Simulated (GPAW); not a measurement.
Crystal: Fe.

```xyz
1
Lattice="-1.4430 1.4430 1.4430 1.4430 -1.4430 1.4430 1.4430 1.4430 -1.4430" Properties=species:S:1:pos:R:3 pbc="T T T"
Fe    0.0000    0.0000    0.0000
```

```yaml
Program: GPAW 26.7.0
Task: relaxation of cell and atoms
Functional: PBE
Potentials_or_basis: GPAW PAW data sets (gpaw-data 1.2.1)
Cutoff: 600 eV
Basis: pw
k_mesh: 13 × 13 × 13
Occupations: fermi-dirac, width 0.05 eV
Spin: collinear spin, ferromagnetic start
Starting_moments: "[3.0] μB"
```

At the start: pressure -8.0 GPa; volume 12.02 Å³/atom.

Where does the relaxation end?

Over 3 steps the energy falls by 15.9 meV/atom and the volume is 11.45 Å³/atom (-4.7 %); space group Im-3m (No. 229, to 0.05 Å); moment 2.13 μB per cell.

Step by step:
```csv
step,energy change (eV),largest force (eV/Å),pressure (GPa),volume (Å³)
1,0.0000,0.0000,-7.97,12.02
2,-0.0091,0.0000,-5.67,11.81
3,-0.0159,0.0000,-0.40,11.45
```

Final structure:
```
CELL_PARAMETERS angstrom
-1.41992 1.41992 1.41992
1.41992 -1.41992 1.41992
1.41992 1.41992 -1.41992
ATOMIC_POSITIONS crystal
Fe 0.00000 0.00000 0.00000
```

Caveat: each step starts from the last one's moments, so a moment once lost doesn't come back; later steps reuse the first step's grids.
